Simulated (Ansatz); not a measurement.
Here is an Ansatz input file for TaC, space group Fm-3m. Write the same calculation for the Python package.

```yaml
crystal:
  lattice:
    - [0.0, 2.223, 2.223]
    - [2.223, 0.0, 2.223]
    - [2.223, 2.223, 0.0]
  atoms:
    - { symbol: Ta, position: [0.0, 0.0, 0.0] }
    - { symbol: C, position: [0.5, 0.5, 0.5] }
kpoints:
  mp_grid: { grid: [11, 11, 11] }
hamiltonian:
  xc: pbe
  pseudopotentials: { kind: paw }
scf:
  occupations: { method: cold, width: 0.1 }
relax:
  max_steps: 40
  cell: { p_target: 2.0 }
output:
  write_density: true
  write_potential: true
  volumetric_format: npy
  elf: true
  bader: true
```

Launched from the shell:
```console
$ ansatz run input.yaml --threads 1 --pin off --max-ram 3072MiB --backend cpu --events-out ev --progress --plain --runs-dir out
Engine: ansatz 0.2.0, aarch64-unknown-linux-gnu
Pseudopotentials: kind: paw
Pseudopotential: Ta, paw, valence charge 13, recommended cutoff 420 eV (normal), Ta.paw.azcp
Pseudopotential: C, paw, valence charge 4, recommended cutoff 420 eV (normal), C.paw.azcp
Functional definition: PBE
  parameter kappa = 0.804
  parameter beta = 0.06672455060314922
  exchange = pbe_x(kappa = kappa, mu = beta*pi^2/3)
  correlation = pbe_c(beta = beta)
Crystal: 2 atoms, lattice volume = 21.971 Å³
Basis set: ecut = 420 eV, 411 PW (Γ), exchange–correlation on 48×48×48 points (8 copies of the dense FFT grid, shifted against one another)
Bands: 13, of which v1, the nominal top of the filled ones, is band 9 counted from 1 (8 counted from 0)
Symmetry: 48 space group operations
Space group: Fm-3m (ITA 225), of the structure as read, at distance tolerance 2.8e-5 Å
k-points: 56 of 1331
Non-local potential: Ta, projectors of the file, l = 0: 3, l = 1: 2, l = 2: 2, l = 3: 1
Non-local potential: C, projectors of the file, l = 0: 2, l = 1: 2, l = 2: 1
PAW form: soft (Blöchl's): semilocal exchange-correlation on the pseudo side does not see the compensation charge
PAW one-centre angular grid: Ta, 590 points (default); XC on 64 Gauss nodes
PAW one-centre angular grid: C, 110 points (default); XC on 64 Gauss nodes
Initial density: superposition of atomic densities (neutral atoms: chi_scale 0, normalization atom), corrected by the library's trained network
Initial wavefunctions: pseudopotential atomic-orbital guess
Functional: x = pbe(κ = 0.804, μ = 0.2195149727645171), c = pbe(β = 0.06672455060314922)
SCF iter   1: F=—  HF=-10184.375312 eV  |F-HF|=—  |Δ(HF+E_count)|=         —  Δρ=1.55e-3  dr2=1.90e-4  ethr=1.77e-3  ⟨swp⟩=5.4  Hψ=3775  notcnv=0
preconditioner: auto → none  [metal: Δε(μ)=0.071 eV  Ē_g=10.395 eV  σ=0.100 eV  W_gap=0.49  n_scr=8 (ndim 8)  ℏωp=23.8 eV  f_vac=0.000  D(μ)=0.75/eV (n_scr^D=8)  sad-step TF]
SCF iter   2: F=—  HF=-10184.375411 eV  |F-HF|=—  |Δ(HF+E_count)|=   9.87e-5  S|Δr|=    0.00e0  Δρ=1.00e-3  dr2=1.00e-4  ethr=1.12e-6  ⟨swp⟩=2.4  Hψ=1616  notcnv=0
SCF iter   3: F=—  HF=-10184.375509 eV  |F-HF|=—  |Δ(HF+E_count)|=   9.88e-5  S|Δr|=    0.00e0  Δρ=3.25e-4  dr2=1.10e-5  ethr=5.89e-7  ⟨swp⟩=2.0  Hψ=971  notcnv=0
SCF iter   4: F=—  HF=-10184.375504 eV  |F-HF|=—  |Δ(HF+E_count)|=   5.75e-6  S|Δr|=    0.00e0  Δρ=1.22e-4  dr2=1.21e-6  ethr=6.47e-8  ⟨swp⟩=2.1  Hψ=1198  notcnv=0
SCF iter   5: F=-10184.375503 eV  HF=-10184.375503 eV  |F-HF|=2.46e-9  |Δ(HF+E_count)|=   2.01e-7  S|Δr|=    0.00e0  Δρ=1.33e-5  dr2=1.74e-8  ethr=5.88e-10  ⟨swp⟩=6.5  Hψ=4321  notcnv=0
SCF 1 converged in 5 iterations: F = -10184.375503 eV  dr2 = 1.74e-8
  greatest PAW one-centre occupation: 0.999 electrons in one spin orbital (limit 2), on the Ta atom at site 0 (counted from 0), in its partial waves of l = 0
relax step   1: F+E_penalty+E_count = -10184.37550350 eV  Δ(F+E_penalty+E_count) = +0.000e0 eV  max|allowed force component| = 2.432e-30 eV/Å  Δτ_max = 0.0000 Å  P = +6.717 GPa  Ω = 21.971 Å³  (5 SCF iters, dr2 threshold 1.00e-7 eV, accepted)
Crystal: 2 atoms, lattice volume = 22.451 Å³
Initial density: handed on by an earlier stage of this run
Initial wavefunctions: those handed on with the density
iter 1 solved again at ethr=2.99e-5 eV; its pass at ethr=3.10e-3 eV (dr2=5.08e-3 eV) is discarded
SCF iter   1: F=—  HF=-10184.384749 eV  |F-HF|=—  |Δ(HF+E_count)|=         —  Δρ=4.31e-3  dr2=5.03e-3  ethr=2.99e-5  ⟨swp⟩=2.0  Hψ=4518  notcnv=0
preconditioner: auto → none  [metal: Δε(μ)=0.046 eV  Ē_g=10.178 eV  σ=0.100 eV  W_gap=0.31  n_scr=8 (ndim 8)  ℏωp=23.5 eV  f_vac=0.000  D(μ)=0.75/eV (n_scr^D=8)]
SCF iter   2: F=—  HF=-10184.383661 eV  |F-HF|=—  |Δ(HF+E_count)|=   1.09e-3  S|Δr|=    0.00e0  Δρ=1.40e-3  dr2=5.73e-4  ethr=2.96e-5  ⟨swp⟩=2.1  Hψ=885  notcnv=0
SCF iter   3: F=—  HF=-10184.383526 eV  |F-HF|=—  |Δ(HF+E_count)|=   1.34e-4  S|Δr|=    0.00e0  Δρ=2.05e-4  dr2=8.16e-6  ethr=3.37e-6  ⟨swp⟩=2.0  Hψ=857  notcnv=0
SCF iter   4: F=—  HF=-10184.383527 eV  |F-HF|=—  |Δ(HF+E_count)|=   4.14e-7  S|Δr|=    0.00e0  Δρ=3.30e-5  dr2=1.50e-7  ethr=1.18e-9  ⟨swp⟩=7.3  Hψ=4389  notcnv=0
SCF iter   5: F=-10184.383527 eV  HF=-10184.383527 eV  |F-HF|=3.07e-10  |Δ(HF+E_count)|=   2.49e-8  S|Δr|=    0.00e0  Δρ=3.83e-6  dr2=2.29e-9  ethr=8.80e-10  ⟨swp⟩=6.0  Hψ=4210  notcnv=0
SCF 2 converged in 5 iterations: F = -10184.383527 eV  dr2 = 2.29e-9
relax step   2: F+E_penalty+E_count = -10184.38352667 eV  Δ(F+E_penalty+E_count) = -8.023e-3 eV  max|allowed force component| = 2.301e-31 eV/Å  Δτ_max = 0.0000 Å  P = -0.610 GPa  Ω = 22.451 Å³  energy of the carried Pulay correction = -9.221e-4 eV  (5 SCF iters, dr2 threshold 2.00e-7 eV, accepted)
Crystal: 2 atoms, lattice volume = 22.278 Å³
iter 1 solved again at ethr=3.72e-6 eV; its pass at ethr=3.10e-3 eV (dr2=6.33e-4 eV) is discarded
SCF iter   1: F=—  HF=-10184.383298 eV  |F-HF|=—  |Δ(HF+E_count)|=         —  Δρ=1.53e-3  dr2=6.25e-4  ethr=3.72e-6  ⟨swp⟩=2.1  Hψ=4480  notcnv=0
preconditioner: auto → none  [metal: Δε(μ)=0.071 eV  Ē_g=10.270 eV  σ=0.100 eV  W_gap=0.50  n_scr=8 (ndim 8)  ℏωp=23.6 eV  f_vac=0.000  D(μ)=0.77/eV (n_scr^D=8)]
SCF iter   2: F=—  HF=-10184.383163 eV  |F-HF|=—  |Δ(HF+E_count)|=   1.35e-4  S|Δr|=    0.00e0  Δρ=4.83e-4  dr2=6.74e-5  ethr=3.68e-6  ⟨swp⟩=2.1  Hψ=865  notcnv=0
SCF iter   3: F=—  HF=-10184.383145 eV  |F-HF|=—  |Δ(HF+E_count)|=   1.76e-5  S|Δr|=    0.00e0  Δρ=8.19e-5  dr2=1.45e-6  ethr=3.96e-7  ⟨swp⟩=2.0  Hψ=849  notcnv=0
SCF iter   4: F=-10184.383145 eV  HF=-10184.383145 eV  |F-HF|=6.06e-9  |Δ(HF+E_count)|=   1.52e-7  S|Δr|=    0.00e0  Δρ=1.35e-5  dr2=2.83e-8  ethr=1.18e-9  ⟨swp⟩=8.9  Hψ=4020  notcnv=0
SCF 3 converged in 4 iterations: F = -10184.383145 eV  dr2 = 2.83e-8
relax step   3: F+E_penalty+E_count = -10184.38314498 eV  Δ(F+E_penalty+E_count) = +3.817e-4 eV  max|allowed force component| = 1.118e-30 eV/Å  Δτ_max = 0.0000 Å  P = +1.945 GPa  Ω = 22.278 Å³  energy of the carried Pulay correction = -5.914e-4 eV  (4 SCF iters, dr2 threshold 2.00e-7 eV, accepted)
Crystal: 2 atoms, lattice volume = 22.274 Å³
iter 1 solved again at ethr=1.35e-9 eV; its pass at ethr=3.10e-3 eV (dr2=2.30e-7 eV) is discarded
SCF iter   1: F=—  HF=-10184.383107 eV  |F-HF|=—  |Δ(HF+E_count)|=         —  Δρ=2.97e-5  dr2=2.33e-7  ethr=1.35e-9  ⟨swp⟩=2.7  Hψ=4486  notcnv=0
preconditioner: auto → none  [metal: Δε(μ)=0.066 eV  Ē_g=10.266 eV  σ=0.100 eV  W_gap=0.46  n_scr=8 (ndim 8)  ℏωp=23.6 eV  f_vac=0.000  D(μ)=0.76/eV (n_scr^D=8)]
SCF iter   2: F=—  HF=-10184.383106 eV  |F-HF|=—  |Δ(HF+E_count)|=   2.30e-7  S|Δr|=    0.00e0  Δρ=1.23e-5  dr2=3.52e-8  ethr=1.35e-9  ⟨swp⟩=1.7  Hψ=807  notcnv=0
SCF iter   3: F=-10184.383106 eV  HF=-10184.383106 eV  |F-HF|=3.49e-10  |Δ(HF+E_count)|=   3.83e-9  S|Δr|=    0.00e0  Δρ=2.13e-6  dr2=8.57e-10  ethr=4.49e-11  ⟨swp⟩=7.0  Hψ=3368  notcnv=0
SCF 4 converged in 3 iterations: F = -10184.383106 eV  dr2 = 8.57e-10
relax step   4: F+E_penalty+E_count = -10184.38310633 eV  Δ(F+E_penalty+E_count) = +3.865e-5 eV  max|allowed force component| = 2.038e-30 eV/Å  Δτ_max = 0.0000 Å  P = +2.000 GPa  Ω = 22.274 Å³  energy of the carried Pulay correction = -5.843e-4 eV  (3 SCF iters, dr2 threshold 7.64e-9 eV, accepted)
Initial wavefunctions: pseudopotential atomic-orbital guess (no wavefunctions were taken with the density)
iter 1 solved again at ethr=6.73e-8 eV; its pass at ethr=3.10e-3 eV (dr2=1.14e-5 eV) is discarded
SCF iter   1: F=—  HF=-10184.383743 eV  |F-HF|=—  |Δ(HF+E_count)|=         —  Δρ=6.42e-5  dr2=1.68e-7  ethr=6.73e-8  ⟨swp⟩=3.2  Hψ=5765  notcnv=0
preconditioner: auto → none  [metal: Δε(μ)=0.066 eV  Ē_g=10.266 eV  σ=0.100 eV  W_gap=0.45  n_scr=8 (ndim 8)  ℏωp=23.6 eV  f_vac=0.000  D(μ)=0.76/eV (n_scr^D=8)]
SCF iter   2: F=—  HF=-10184.383743 eV  |F-HF|=—  |Δ(HF+E_count)|=   3.73e-7  S|Δr|=    0.00e0  Δρ=3.13e-5  dr2=3.00e-8  ethr=9.89e-10  ⟨swp⟩=2.1  Hψ=954  notcnv=0
SCF iter   3: F=—  HF=-10184.383743 eV  |F-HF|=—  |Δ(HF+E_count)|=   6.39e-8  S|Δr|=    0.00e0  Δρ=3.50e-6  dr2=4.56e-10  ethr=1.76e-10  ⟨swp⟩=2.0  Hψ=983  notcnv=0
SCF iter   4: F=-10184.383743 eV  HF=-10184.383743 eV  |F-HF|=9.09e-12  |Δ(HF+E_count)|=  9.50e-10  S|Δr|=    0.00e0  Δρ=2.29e-7  dr2=7.44e-12  ethr=1.00e-12  ⟨swp⟩=4.3  Hψ=3464  notcnv=0
SCF 5 converged in 4 iterations: F = -10184.383743 eV  dr2 = 7.44e-12
relax step   5: F+E_penalty+E_count = -10184.38374319 eV  Δ(F+E_penalty+E_count) = -6.369e-4 eV  max|allowed force component| = 2.564e-30 eV/Å  Δτ_max = 0.0000 Å  P = +2.034 GPa  Ω = 22.274 Å³  stress off target by 3.36e-2 GPa  SCF on the basis re-selected at this cell (its energy is not comparable with the rows above)  (4 SCF iters)
basis re-selected at this cell: Δ(F+E_penalty+E_count) = -6.369e-4 eV, ΔP = +0.034 GPa vs the last step (what re-selecting the basis moved, of the pressure what is left beyond the Pulay correction that the steps carried, after the strain that the cell walked since its last selection, with what the two solves' SCF thresholds leave and, on support functions, any second-order correction that the steps lacked; it is no measure of the basis error at this ecutwfc). This SCF's stress stands 3.36e-2 GPa from its target on what of the cell is left free (relax.cell.stress_tol is 5.00e-2 GPa) and its largest allowed force component is 2.56e-30 eV/Å (relax.f_tol is 1.00e-2 eV/Å): within both
SCF converged after 4 iterations
Stability not checked: this state was not tested for a lower state beside it, because cold or Methfessel-Paxton smearing, or corrected tetrahedra, fill the levels in a way that the test cannot read (fill_not_monotonic; see scf.lower_state_search)
Free energy (F): -10184.383743 eV
Harris-Foulkes:  -10184.383743 eV  (|F-HF|=9.09e-12)
Internal energy: -10184.382400 eV  (E = F + TS)
E sigma→0 (E₀):  -10184.383296 eV
Entropy (-TS):   -0.001343 eV (-0.671 meV/atom)
Fermi energy:    19.981680 eV
--- Per-component energies (eV) ---
  E_band       = -66.827839
  E_kinetic    = 456.635614
  E_local      = -557.215322  (includes V_loc(G=0)·N_el)
  E_nonlocal   = 40.923936
  E_hartree    = 189.203642
  E_xc         = -268.037270
  E_vxc        = -265.661127  (∫ρ·V_xc dr)
  E_paw        = -8495.885323  (= ΣΔE_a)
  E_vpaw       = -119.918440  (= ΣTr[D̂ρ^β])
  E_aug_tail   = 0.000157  (compensation charges beyond the density's cutoff)
  E_ewald      = -1550.007835
  E_smearing   = -0.001343  (= −TS)
  E_closure    = 0.000000  (closes the sum)
  Σ components = -10184.383743   (vs F -10184.383743, Δ=0.00e0)
--- Forces (eV/Å), atoms counted from 1 ---
  atom   1  Ta    -0.00000000     0.00000000     0.00000000
  atom   2  C      0.00000000    -0.00000000     0.00000000
  max |Σ_I F_I| component: 3.81e-30 eV/Å
--- Stress (GPa, compression-positive) ---
        2.033588      -0.000000      -0.000000
       -0.000000       2.033588      -0.000000
       -0.000000      -0.000000       2.033588
  P = ⅓ Tr σ = 2.0336 GPa (20.336 kbar)
--- Band table (eV; the first three rows and the last of 56) ---
  k-point 0: bands = ["-48.8996", "-15.1713", "-15.1713", "-15.1713", "5.1098", "18.5485", "18.5485", "18.5485", "19.3662", "19.3662", "19.3662", "20.5212", "20.5212"]
  k-point 1: bands = ["-48.8961", "-15.2298", "-15.1772", "-15.1772", "5.3377", "17.4933", "17.9127", "17.9127", "19.0542", "19.0542", "19.9394", "21.9240", "21.9240"]
  k-point 2: bands = ["-48.8865", "-15.3838", "-15.1929", "-15.1929", "5.9854", "15.8864", "16.6129", "16.6129", "19.6185", "19.6185", "20.4641", "23.9777", "23.9777"]
  k-point 55: bands = ["-48.8404", "-15.6253", "-15.5938", "-15.4060", "8.0956", "14.2211", "14.8932", "15.1709", "20.9393", "21.8511", "23.9307", "25.0706", "26.2530"]
--- Relaxed structure (4 steps of the walk, 4 accepted, 1 SCFs on fresh bases) ---
  F+E_penalty+E_count = -10184.38374319 eV   max|allowed force component| = 2.564e-30 eV/Å   (the final SCF, on the basis selected at the relaxed cell)
  cell:  # Å, volume = 22.2738 Å³
    - [6.627963790249912e-34, 2.2331686555036256, 2.2331686555036256]
    - [2.2331686555036256, 2.712888143491888e-34, 2.2331686555036256]
    - [2.2331686555036256, 2.2331686555036256, 5.762149232512786e-34]
  atoms:
    - { symbol: Ta, position: [-6.430054568600048e-36, 6.204438618824602e-36, 7.332518367701942e-36] }
    - { symbol: C, position: [0.5, 0.5, 0.5] }
--- Bader charges: 2 sites ---
  site symbol  charge [e]  shift [e]
     0     Ta      1.9067     0.0036
     1      C     -1.9067     0.0036
  estimated error of the sums over rays = 6.6e-4 e
```

`vcrelax_tac.py`
```python
from pathlib import Path
import warnings

import ansatz as az
from ase import Atoms
from ase.data import atomic_numbers
from ase.io import write
import numpy as np
import pandas as pd
import spglib

def edges_and_angles(cell):
    cell = np.asarray(cell)
    a, b, c = np.linalg.norm(cell, axis=1)
    cosines = cell[1] @ cell[2] / (b * c), cell[0] @ cell[2] / (a * c), cell[0] @ cell[1] / (a * b)
    return (a, b, c, *np.degrees(np.arccos(cosines)))


def main() -> None:
    warnings.simplefilter('ignore', az.DeckWarning)

    atoms = Atoms(
        ['Ta', 'C'],
        scaled_positions=[
            [0.0, 0.0, 0.0],
            [0.5, 0.5, 0.5],
        ],
        cell=[
            [0.0, 2.223, 2.223],
            [2.223, 0.0, 2.223],
            [2.223, 2.223, 0.0],
        ],
        pbc=True,
    )
    tac = az.Crystal.from_ase(atoms)

    model = (
        tac.calculation()
        .kpoints(11, 11, 11)
        .pseudopotentials('paw')
        .functional(az.Functional.PBE)
        .occupations('Marzari-Vanderbilt', width=0.1)
        .relax(max_steps=40, pressure=2)
        .bader_charges()
        .density()
        .potential()
        .electron_localization_function()
        .output_files(volumetric_format='npy')
    )
    steps = []


    def collect(event):
        if event['event'] == 'relax_step':
            steps.append(event['data'])


    res = model.session().plan().execute(on_event=collect)
    report = res.report
    for s in steps:
        flag = '' if s['accepted'] else '  (rejected)'
        print('step %2d  E = %.5f eV  largest force component = %.4f eV/A%s' % (s['step'], s['lagrangian_ev'], s['allowed_force_max_ev_ang'], flag))

    first, last = steps[0], steps[-1]
    symbols = [site.symbol for site in res.lattice.sites]
    print(f'energy gained {first["lagrangian_ev"] - last["lagrangian_ev"]:.4f} eV in {len(steps) - 1} steps')
    for label, vectors in (('before', first['cell_ang']), ('after', res.lattice.cell_ang)):
        print(label, 'a b c (A) {:.4f} {:.4f} {:.4f}  angles {:.2f} {:.2f} {:.2f}'.format(*edges_and_angles(vectors)), f' V = {abs(np.linalg.det(vectors)):.3f} A^3')
    print('final stress xx yy zz (GPa, compression positive):', np.round(np.diag(report['stress_gpa']), 3) + 0.0)

    fractions = [site.position_frac for site in res.lattice.sites]
    numbers = [atomic_numbers[s] for s in symbols]
    for tolerance in (1e-3, 1e-2, 1e-1):
        print(f'space group at {tolerance} A:', spglib.get_spacegroup((res.lattice.cell_ang, fractions, numbers), symprec=tolerance))

    relaxed = Atoms(symbols, positions=[site.position_ang for site in res.lattice.sites], cell=res.lattice.cell_ang, pbc=True)
    write('relaxed.vasp', relaxed, format='vasp')

    print('relaxed fractional positions')
    for site in res.lattice.sites:
        print(f'  {site.symbol:2s}', ' '.join(f'{v % 1:8.5f}' for v in np.round(site.position_frac, 5)))

    print(f'free energy      {report["free_energy_ev"]:.5f} eV')
    print(f'per atom         {report["free_energy_ev"] / len(res.lattice.sites):.5f} eV')
    print(f'SCF iterations   {report["n_iterations"]}  (converged: {report["converged"]})')

    basins = res.bader_charges()
    frame = pd.DataFrame([(a.symbol, a.partial_charge_e, a.basin.volume_ang3) for a in basins.atoms], columns=['atom', 'charge (e)', 'volume (A^3)'])
    print(frame.round(3).to_string())
    print('sum of charges', round(frame['charge (e)'].sum(), 4), ' sum of volumes', round(frame['volume (A^3)'].sum(), 3))

    folder = Path(res.write_results('fields'))
    print('densities in e/A^3, potentials in eV, ELF without unit')
    for name in sorted(p.name for p in folder.glob('*.npy')):
        field = np.load(folder / name)
        print(f'{name:16s} {str(field.shape):16s} min {field.min():10.4f}  mean {field.mean():10.4f}  max {field.max():10.4f}')


if __name__ == '__main__':
    main()
```

Output of `python vcrelax_tac.py`:
```text
step  1  E = -10184.37550 eV  largest force component = 0.0000 eV/A
step  2  E = -10184.38353 eV  largest force component = 0.0000 eV/A
step  3  E = -10184.38314 eV  largest force component = 0.0000 eV/A
step  4  E = -10184.38311 eV  largest force component = 0.0000 eV/A
step  5  E = -10184.38374 eV  largest force component = 0.0000 eV/A
energy gained 0.0082 eV in 4 steps
before a b c (A) 3.1438 3.1438 3.1438  angles 60.00 60.00 60.00  V = 21.971 A^3
after a b c (A) 3.1582 3.1582 3.1582  angles 60.00 60.00 60.00  V = 22.274 A^3
final stress xx yy zz (GPa, compression positive): [2.034 2.034 2.034]
space group at 0.001 A: Fm-3m (225)
space group at 0.01 A: Fm-3m (225)
space group at 0.1 A: Fm-3m (225)
relaxed fractional positions
  Ta  0.00000  0.00000  0.00000
  C   0.50000  0.50000  0.50000
free energy      -10184.38374 eV
per atom         -5092.19187 eV
SCF iterations   4  (converged: True)
  atom  charge (e)  volume (A^3)
0   Ta       1.907        10.988
1    C      -1.907        11.286
sum of charges -0.0  sum of volumes 22.274
densities in e/A^3, potentials in eV, ELF without unit
elf.npy          (24, 24, 24)     min     0.0182  mean     0.4005  max     0.7823
rho.npy          (24, 24, 24)     min     0.1488  mean     0.7632  max     4.5574
v_es.npy         (24, 24, 24)     min   -77.6099  mean     7.4905  max    20.5423
v_tot.npy        (24, 24, 24)     min  -106.3294  mean    -5.8287  max    11.6548
```

Reading the output:
- Absolute energies stand on the zero of these potentials, so only differences at equal settings mean something.
- Forces vanish by symmetry, so the ions can't move, and the end may be a saddle.
- Part of the cell is held or a pressure is applied, so the end point needn't be the zero-pressure lattice.
- At a fixed pressure a relaxation lowers the enthalpy F + PV, while F alone can rise.
- The mesh is modest for a metal, so energies can be off by several to tens of meV an atom and pressures by half a GPa or more; differences at equal mesh fare better.
- Energies along a relaxation are free energies. Rows at an unchanged volume are solved on a plane-wave basis chosen afresh for that cell, so the energy jumps there and such rows are no steps of the walk.
- Bader volumes count only the part of each basin above a small density, so their sum can fall short of the cell.
- Edges and angles are those of the cell as typed, here a primitive one, not of the conventional cell.
- Of the deposited cell: the entry's cell lengths or inner coordinates differ somewhat from later room-temperature determinations.
- Symmetry holds the cell in this phase, whether or not it is the stable one at this pressure.
- Spin-orbit coupling, which matters for elements this heavy, is left out.
- The fields are valence quantities on the plane-wave grid; their values near the nuclei depend on the potentials.
- The starting cell is as deposited in a crystallographic database; the results hold for this polymorph, which needn't be the stable one.
- Timing: 34 s on 1 thread of Arm Neoverse N1 (shared host), peak memory 0.46 GiB.

(Lines on the test bed's own set-up are left out of the output.)
